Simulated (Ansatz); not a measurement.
Relaxation of a periodic cell of 23 atoms, Ca$_{7}$F$_{16}$ (host CaF2, host structure Fm-3m, one Ca atom removed), cell charge -1, to a largest force component of 0.03 eV/Å in at most 60 steps.

Method: DFT PBEsol, scalar-relativistic, plane waves, PAW (Ansatz 0.2.0). Settings: PAW set soft_1, cutoff 420 eV, k mesh 2x2x2, gaussian smearing 0.05 eV, spin collinear.

```xyz
23
Lattice="0.0000 5.3043 5.3043 5.3043 0.0000 5.3043 5.3043 5.3043 0.0000" Properties=species:S:1:pos:R:3:forces:R:3
Ca 0.000 0.000 0.000 0.00 0.00 0.00
F 1.326 1.326 1.326 0.35 -0.35 -0.35
F 3.978 3.978 3.978 0.11 -0.11 -0.11
Ca 2.652 2.652 0.000 0.00 0.00 0.00
F 3.978 3.978 1.326 0.11 -0.11 0.11
F 6.630 6.630 3.978 0.35 -0.35 0.35
F 3.978 1.326 3.978 0.11 0.11 -0.11
F 6.630 3.978 6.630 0.35 0.35 -0.35
Ca 5.304 2.652 2.652 0.00 0.00 0.00
F 6.630 3.978 3.978 -0.11 -0.11 -0.11
F 9.283 6.630 6.630 -0.35 -0.35 -0.35
Ca 2.652 0.000 2.652 0.00 0.00 0.00
F 1.326 3.978 3.978 0.35 0.35 0.35
F 3.978 6.630 6.630 0.11 0.11 0.11
Ca 2.652 5.304 2.652 0.00 0.00 0.00
F 3.978 6.630 3.978 -0.35 -0.35 0.35
F 6.630 9.283 6.630 -0.11 -0.11 0.11
Ca 2.652 2.652 5.304 0.00 0.00 0.00
F 3.978 3.978 6.630 -0.35 0.35 -0.35
F 6.630 6.630 9.283 -0.11 0.11 -0.11
Ca 5.304 5.304 5.304 0.00 0.00 0.00
F 6.630 6.630 6.630 -0.11 0.11 0.11
F 9.283 9.283 9.283 -0.35 0.35 0.35
```

Where does it end, and by what steps?

The run converged. Limits of this set-up: coarse k mesh, PAW files made for another functional, a small cell, in which the defect meets its images, a typed lattice constant that wasn't relaxed here, charged cell in a uniform background, uncorrected. After 2 steps the energy has fallen by 0.332 eV; F13 moved furthest, 0.13 Å.

```json
{"step": "0", "energy less start (eV)": "0.0000", "largest force component (eV/Å)": "0.347", "accepted": "yes"}
{"step": "1", "energy less start (eV)": "-0.3181", "largest force component (eV/Å)": "0.114", "accepted": "yes"}
{"step": "2", "energy less start (eV)": "-0.3317", "largest force component (eV/Å)": "0.016", "accepted": "yes"}
```

```xyz
23
Lattice="0.0000 5.3043 5.3043 5.3043 0.0000 5.3043 5.3043 5.3043 0.0000" Properties=species:S:1:pos:R:3
Ca 0.000 0.000 0.000
F 1.402 1.250 1.250
F 4.002 3.954 3.954
Ca 2.652 2.652 0.000
F 4.002 3.954 1.350
F 6.706 6.555 4.054
F 4.002 1.350 3.954
F 6.706 4.054 6.555
Ca 5.304 2.652 2.652
F 6.606 3.954 3.954
F 9.207 6.555 6.555
Ca 2.652 0.000 2.652
F 1.402 4.054 4.054
F 4.002 6.655 6.655
Ca 2.652 5.304 2.652
F 3.902 6.555 4.054
F 6.606 9.258 6.655
Ca 2.652 2.652 5.304
F 3.902 4.054 6.555
F 6.606 6.655 9.258
Ca 5.304 5.304 5.304
F 6.606 6.655 6.655
F 9.207 9.358 9.358
```

Whether the end is a true minimum wasn't checked by a vibrational analysis.

Time of the run: 35 s on 4 threads of Arm Neoverse V1, on a shared host, peak memory 1.1 GiB.
